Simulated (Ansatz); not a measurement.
# ZnO: pressure against volume

One table from this session's results is given with a row withheld; the runs are named, their logs left out.

Program: Ansatz 0.2.0. Level of theory: DFT PBE, scalar-relativistic. These are calculated values, not measurements.

## The starting structure

It takes space group P6_3mc (No. 186, hexagonal). Conventional cell: a = 3.249 Å, b = 3.249 Å, c = 5.204 Å, α = 90.00°, β = 90.00°, γ = 120.00°. Zn (site symmetry 3m) has 4 O at 1.97 to 1.99 Å as nearest neighbours. O (site symmetry 3m) has 4 Zn at 1.97 to 1.99 Å as nearest neighbours.

As a file:

```
Zn O
1.0
     3.24940    0.00000    0.00000
    -1.62470    2.81406    0.00000
     0.00000    0.00000    5.20380
Zn O
2 2
Direct
  0.33333 0.66667 0.00000
  0.66667 0.33333 0.50000
  0.33333 0.66667 0.38210
  0.66667 0.33333 0.88210
```

Atoms are numbered in the order of the input: Zn1, Zn2, O3, O4.

Set-up of the first run:

File input.yaml:

```yaml
crystal:
  lattice:
    - [3.2054825469, 0.0, 0.0]
    - [-1.6027412734, 2.776029317, 0.0]
    - [0.0, 0.0, 5.133469757]
  atoms:
    - { symbol: Zn, position: [0.3333333333, 0.6666666667, 0.0] }
    - { symbol: Zn, position: [0.6666666667, 0.3333333333, 0.5] }
    - { symbol: O, position: [0.3333333333, 0.6666666667, 0.3821] }
    - { symbol: O, position: [0.6666666667, 0.3333333333, 0.8821] }
kpoints:
  mp_grid: { grid: [11, 11, 6] }
  band_path:
    path:
      - [0.0, 0.0, 0.0]
      - [0.5, 0.0, 0.0]
      - [0.3333333333, 0.3333333333, 0.0]
      - [0.0, 0.0, 0.0]
      - [0.0, 0.0, 0.5]
      - [0.5, 0.0, 0.5]
      - [0.3333333333, 0.3333333333, 0.5]
      - [0.0, 0.0, 0.5]
      - [0.5, 0.0, 0.5]
    npoints: 5
scf:
  occupations: { method: fermi_dirac, width: 0.02 }
hamiltonian:
  xc: pbe
  pseudopotentials: { kind: all_electron, lapw: { basis_error: 0.0005 } }
output:
  forces: true
  stress: true
  eigenvalues: true
```

The run is started by

```
> ansatz run input.yaml --threads 1 --pin off --max-ram 4096MiB --backend cpu --events-out ev --progress --plain --runs-dir out
```

Among the steps run: Volume × 0.96, LAPW; Volume × 0.96, PAW; Volume × 0.96, crystal datasets; Volume × 0.99, LAPW; Volume × 0.99, PAW; Volume × 0.99, crystal datasets; Volume × 1.02, LAPW; Volume × 1.02, PAW; Volume × 1.02, crystal datasets; Volume × 1.06, LAPW; Volume × 1.06, PAW; Volume × 1.06, crystal datasets.

One of the session's tables, all rows but one given; the rest of the session is left out.

```
          method  volume (Å³/atom)  pressure (GPa)  gap on the k mesh (eV)  largest force (eV/Å)
            LAPW            11.420           11.54                    0.88                 0.033
            LAPW            11.777            6.39                    0.84                 0.032
            LAPW            12.134            2.00                    0.79                 0.032
            LAPW            12.610           -2.88                    0.73                 0.031
             PAW            11.420           11.64                    0.86                 0.032
             PAW            11.777            6.49                    0.82                 0.031
             PAW            12.134            2.09                    0.78                 0.031
             PAW            12.610               ?                       ?                     ?
crystal datasets            11.420           11.54                    0.88                 0.033
crystal datasets            11.777            6.39                    0.84                 0.032
crystal datasets            12.134            2.00                    0.79                 0.032
crystal datasets            12.610           -2.88                    0.73                 0.031
```

Q: Estimate the row for PAW, 12.610 from the others.

The run gave: pressure (GPa): -2.80; gap on the k mesh (eV): 0.72; largest force (eV/Å): 0.031. In the column «pressure (GPa)» it lies between crystal datasets, 12.610 (-2.88) and LAPW, 12.134 (2.00).

To keep in mind: Shape and positions are held, so a fully relaxed modulus can be lower. Warnings in the runs' records: crystal datasets made.
